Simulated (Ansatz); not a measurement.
## Nb: do energies and stresses tell the same story?

These are results of DFT r2SCAN, scalar-relativistic, plane waves, PAW (Ansatz 0.2.0), not measurements.

Cutoff 500 eV; k points 18×18×18 on the computed 1-atom cell (Γ-centred); Gaussian smearing, width 0.10 eV; no spin polarisation.

Relaxed cell: Fm-3m, a = 4.213 Å, b = 4.213 Å, c = 4.213 Å, α = 90.00°, β = 90.00°, γ = 90.00°, 1 atom in the primitive cell. This fcc form isn't the element's structure at ambient conditions.

Energies at zero smearing and pressures from the stress tensor, at volumes with shape and atoms relaxed:
```csv
V (Å³/atom),E − E(first) (meV/atom),P (GPa)
16.449,0.00,26.80
17.010,-79.40,18.73
17.571,-132.35,11.64
18.132,-161.96,5.43
18.692,-171.16,0.00
19.253,-162.53,-4.75
19.814,-138.33,-8.89
20.562,-85.31,-13.59
```

Check P = −dE/dV between neighbouring volumes, and get the bulk modulus from the pressures alone.

With 1 eV/Å³ = 160.2 GPa:
```tsv
middle V (Å³/atom)	−ΔE/ΔV (GPa)	mean P (GPa)
16.730	22.685	22.766
17.291	15.130	15.187
17.851	8.458	8.533
18.412	2.629	2.711
18.973	-2.465	-2.377
19.534	-6.914	-6.822
20.188	-11.363	-11.241
```

The two differ by 0.12 GPa at most. The mean of two end pressures misses the average over a step by about ΔV² P″/12, up to 0.09 GPa here; with that taken off 0.05 GPa remains. The stress is the derivative of the free energy, not of the energy at zero smearing, and with free energies 0.00 GPa remains. Around V = 18.692 Å³/atom, the two neighbours give B = −V ΔP/ΔV = 18.692 × 10.18 / 1.122 = 169.6 GPa, against B0 = 169.3 GPa from the Birch–Murnaghan fit of the energies.